## TiSi₂: may I keep the measured cell, and should I take the stiffness from energies or from stresses?

I need three things for a model of a TiSi₂ contact layer: an energy to compare with other phases, the stress in a strained film, and a stiffness. I started from the measured cell and then changed either its volume or its length along z, one change at a time.

Ansatz 0.2.0, all-electron LAPW, PBE, scalar-relativistic, no spin polarisation; 8 × 8 × 8 k points, Fermi-Dirac smearing of 0.08 eV, basis error target 0.5 meV/atom. The base run is TiSi₂ (Fddd, 6 atoms) in its measured cell (COD), 13.96 Å³/atom. Pressure and stress are positive in compression; free energies are relative to spherical, unpolarised atoms.

| change from the base run | pressure (GPa) | stress xx (GPa) | stress zz (GPa) | energy less free atoms (eV/atom) |
| --- | --- | --- | --- | --- |
| base | 2.32 | 2.95 | 2.06 | -6.404 |
| volume scaled by 0.96 | 9.12 | 9.60 | 10.07 | -6.384 |
| volume scaled by 0.99 | 3.89 | 4.48 | 3.91 | -6.401 |
| volume scaled by 1.02 | -0.59 | 0.12 | -1.37 | -6.405 |
| volume scaled by 1.06 | -5.56 | -4.73 | -7.24 | -6.394 |
| zz strain of +2 % | -1.01 | 1.44 | -5.95 | -6.400 |
| zz strain of -1 % | 4.20 | 3.80 | 6.62 | -6.400 |
| zz strain of -3 % | 8.44 | 5.75 | 16.86 | -6.380 |

The energies hardly move, but the pressure changes sign, and the base run is already under pressure although its cell is a measured one. Is that cell good enough, or must I relax it first? For the stiffness, should I use the energies or the stresses, and how far should I deform the cell? Each extra run costs time, so I'd like to know which ones matter.

### Answer

The measured volume is good enough for an energy if an error of a few meV/atom doesn't matter to you. It isn't good enough for an absolute stress. For the stiffness, use stresses, with small deformations in both directions. All your runs use the same functional, so they can't tell you whether PBE is the right choice; they do tell you what the choice of cell does to each quantity.

**Why the energy forgives what the stress doesn't**

Think of the energy as a bowl, with the volume along the horizontal axis. Pressure is the slope of the bowl, with the sign reversed, and stiffness is its curvature. Near the bottom the slope grows in proportion to the distance from the minimum, while the height grows with the square of that distance. A slightly wrong cell therefore shows up in the pressure long before it matters in the energy.

Follow the base run and the run with the volume scaled by 1.02. The pressure falls from 2.32 to −0.59 GPa, so a straight line between them crosses zero at a volume about 1.6 % above the base. That is only about 0.5 % in each edge.

The energy at stake follows from the pressure P, the volume per atom V and the bulk stiffness K, which is the fall in pressure per unit change of ln V. I take K from the runs at 0.99 and 1.02. The pressure difference is 3.89 + 0.59 = 4.48 GPa and ln(1.02/0.99) is 0.030, which gives K ≈ 150 GPa.

The height of the base run above the bottom of the bowl is then

P²V/(2K) = 2.32² × 13.96 / (2 × 150) ≈ 0.25 GPa Å³ ≈ 1.6 meV/atom,

since 1 eV/Å³ is 160.2 GPa. The run at 1.02 lies just beyond the minimum, and the same formula puts it 0.1 meV/atom above the bottom. The energy should thus fall by about 1.5 meV/atom between the two runs. The computed energies, taken with more digits than the table prints, fall by 1.45 meV/atom. They played no part in finding K, so this is a fair test that stresses and energies belong to the same bowl.

For a comparison between phases, 1.6 meV/atom is small if the phases differ by tens of meV/atom, and serious if they differ by two or three. Compare total energies of solids computed in the same way. That includes the smearing: the table holds free energies, and in the base run the free energy lies 3.6 meV/atom below the program's zero-smearing estimate, more than the volume error. This term needn't cancel between phases with different densities of states at the Fermi level, so for close phases compare the zero-smearing energies. The −6.4 eV/atom in the table is not a true cohesive energy, because real Ti and Si atoms are open-shell and lie lower than the spherical, unpolarised atoms used as its zero. That offset cancels between your rows.

**What the residual pressure means for a film**

A residual stress of 2 to 3 GPa is not small for a strained film. By the table, it takes about half a percent of strain along z to change the zz stress by 2 GPa. If you strain the measured cell and read off the stress as it stands, the starting error can exceed the effect you want. Relax the cell first, or at least subtract the stress of the base run.

PBE often makes crystals slightly too large, and a correct measured cell then appears compressed, as here. I still wouldn't blame the pressure on PBE alone, because the measured cell may itself be slightly small. These runs can't separate the two. Thermal expansion and zero-point motion, which the calculation leaves out, aren't the cause: they make a real crystal larger, so on their own they would put the measured cell under tension in a static calculation.

**Why stresses give the better stiffness**

Stiffness is the first derivative of the stress but the second derivative of the energy. An error in a stress is divided by the deformation once, and an error in an energy is divided by it twice. With small deformations, that second division does the damage.

Try it with the printed energies at 0.99, 1.00 and 1.02. They are −6.401, −6.404 and −6.405 eV/atom, so the whole curvature hangs on differences of 3 and 1 meV/atom. The resulting stiffness is 193 GPa, against 150 GPa from the pressures of the two outer runs. With more digits the same three energies give 153 GPa, so the calculation is sound and the rounding did the harm.

The sensitivity is easy to estimate. If the middle energy alone is wrong by δ, and the outer points lie at distances h₁ and h₂ from it in ln V, the stiffness is wrong by 2δ/(V h₁h₂). For δ = 0.5 meV/atom, which is the most that rounding can do to one energy and also the accuracy target of the runs, this is 58 GPa. With the runs at 0.96 and 1.06 as outer points it drops to 5 GPa. In practice the basis does less harm. Where the program prints an estimate of the basis error, it is only about 0.15 meV/atom, and much of that should be common to neighbouring cells and cancel. The 153 GPa fits this, but you shouldn't count on it with a coarser setting.

So energies need wide steps or full digits, and preferably both, while stresses already work at 1 or 2 %. An error of 0.1 GPa in the pressure difference between 0.99 and 1.02 would change the stiffness by only about 3 GPa.

A basis that is too small can give stresses a false offset, which spoils an absolute stress or a relaxed volume. The energy test above shows no sign of it in your runs: an offset of 0.1 GPa would have shifted the predicted fall between the base and the 1.02 run by about 0.17 meV/atom, far more than the mismatch found. Repeat that test if you coarsen the basis.

**Why you should deform in both directions**

Wide steps bring a different error, because the bowl is not a perfect parabola. Atoms pushed together repel each other ever more steeply, whereas the bonds weaken as they are pulled apart. The crystal is therefore stiffer in compression than in expansion.

Your pressures show this directly. From the base and the 0.96 run alone you would get 167 GPa, and from the base and the 1.06 run alone 135 GPa. The two outer runs together give 148 GPa, close to the small-step value, because the errors on the two sides largely cancel.

The same departure from a parabola makes the stiffness depend on the cell you start from. Those one-sided values belong to points about 0.05 apart in ln V, so the stiffness drops by roughly 32/0.05 ≈ 640 GPa per unit of ln V. Over the 1.6 % to zero pressure, that is about 10 GPa. The measured cell thus comes out some 7 % stiffer than the cell that PBE itself prefers. That isn't necessarily an error: if PBE makes the crystal too large, it also tends to make it too soft, and the value at the true volume may be the better one. Say which volume you used.

**Why the right volume is not yet the right cell**

Now compare the run at 1.02 with the one stretched by 2 % along z. They have the same volume, yet the stretched cell lies 5 meV/atom higher, and its zz stress is −5.95 GPa instead of −1.37 GPa. The single stretch puts the whole volume change into one direction, and z is stiff.

Between the −1 % and +2 % strains, the zz stress changes by 421 GPa per unit strain and the xx stress by only 79 GPa. Because the steps are uneven, the 421 GPa belongs to a cell stretched by about half a percent. The −1 % run alone gives a higher value and the +2 % run alone a lower one, so equal steps around the base should come out somewhat stiffer. In TiSi₂, z is the direction in which nearly hexagonal layers are stacked. No atom has a neighbour straight above it in the next layer, so the bonds between layers are all slanted, but they are steep. A stretch along z should therefore load them mainly along z, while their slant passes a smaller part of the load sideways. The shortest of them lean more towards x than towards y, and the yy stress, which the table leaves out, indeed changes by only about 23 GPa per unit strain. The picture fits, though nothing here resolves individual bonds.

Scaling the volume keeps the ratios of the edges fixed, and the measured ratios aren't quite those that PBE prefers, so scaling can't remove all the stress. Where the pressure vanishes, interpolation still leaves about +0.7 GPa along x and −0.7 GPa along z. With the atoms kept at their present relative positions, the crystal would like to be slightly longer along x and shorter along z; relaxing the atoms may shift this balance. For a stress-free reference, let the edges relax independently. The same holds for the stiffness: the 150 GPa is the value at fixed edge ratios, and under a true hydrostatic pressure, where the stiff z edge yields less than the others, the bulk modulus should come out slightly lower.

There is also a useful symmetry. The change of pressure with a zz strain and the change of zz stress with volume are mixed second derivatives of the same energy, and the order of differentiation doesn't matter. Apart from a correction of some tenths of a GPa for the stress already present, the two must agree in the limit of small steps. Your runs give 175 and 177 GPa from different deformations, and a gap of this size is to be expected from steps that are finite and uneven. The stresses are thus consistent with one another. That tests neither PBE nor the k mesh, but it gives you a free check on any set of strained cells.

**The setting that still needs changing**

In all these runs the atoms simply follow the cell. In the base run the forces on the Si atoms are still about 0.2 eV/Å, so the atoms would move if allowed. These runs don't give the energy that relaxing them would gain. With a typical force constant of 5 to 10 eV/Å², I'd expect one to three meV/atom, about as much as the error from the volume. That is a reason to relax them before comparing phases that lie close together.

Atoms that can shift inside a strained cell also relieve part of the load, so a relaxed crystal is normally softer. How much softer depends on how strongly the strain changes the forces. Here it changes them weakly: between the −1 % and +2 % strains along z, the force on each Si atom only grows from 0.19 to 0.23 eV/Å, and between the volumes of 0.99 and 1.02 it only falls from 0.21 to 0.20 eV/Å. I therefore expect the 150 and 421 GPa to soften very little. That needn't hold for strains along x or y, or for shear, which these runs don't test.

**What it costs**

I have no timings, so I count runs of about equal size. One stretch along z in each direction, two runs in all, gives the response of all three normal stresses. Two runs for each of the three axes therefore cover every normal stiffness, six runs in total. With energies, those runs plus the base give only the three responses of an axis to its own strain; the couplings between axes need further runs with two axes strained at once.

Relaxing the cell and the atoms typically takes several runs' worth of work, perhaps ten. I'd spend that first, because it serves all three of your purposes. Then strain each axis by about ±1 %, relax the atoms again at each strain, and take the stiffness from the stresses.
